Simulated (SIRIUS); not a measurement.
The system is Sn.

```xyz
1
Lattice="-1.7265 1.7755 2.3383 1.7265 -1.7755 2.3383 1.7265 1.7755 -2.3383" Properties=species:S:1:pos:R:3 pbc="T T T"
Sn    0.0000    0.0000    0.0000
```

This isn't the form of Sn at room conditions, which is tetragonal (white tin).

| Property | Result |
| --- | --- |
| Program | SIRIUS 7.10.0 |
| Task | single point |
| Functional | PBE |
| Potentials or basis | PseudoDojo 0.4.1 PBE standard (scalar relativistic) |
| Cutoff | 983 eV |
| Density cutoff | 3932 eV |
| k mesh | 11 × 11 × 11 |
| Occupations | fermi-dirac, width 0.05 eV |
| Spin | no spin polarisation |

On this cell: pressure -1.0 GPa; band gap on the k mesh none (metal or under the smearing width).

The same run follows on a disturbed copy (cell strained at random at fixed volume):

```xyz
1
Lattice="-1.6658 1.7656 2.2958 1.7444 -1.7991 2.3793 1.6824 1.8152 -2.3212" Properties=species:S:1:pos:R:3 pbc="T T T"
Sn   -0.0176    0.0062   -0.0314
```

**Question.** What changes?

**Answer.** The energy (extrapolated to zero smearing) moves by +5.2 meV/atom; pressure -1.0 GPa; band gap on the k mesh none (metal or under the smearing width).

Stress tensor (GPa, compression positive):
```
-0.12 -0.02 -0.62
-0.02 -1.97  0.18
-0.62  0.18 -0.86
```
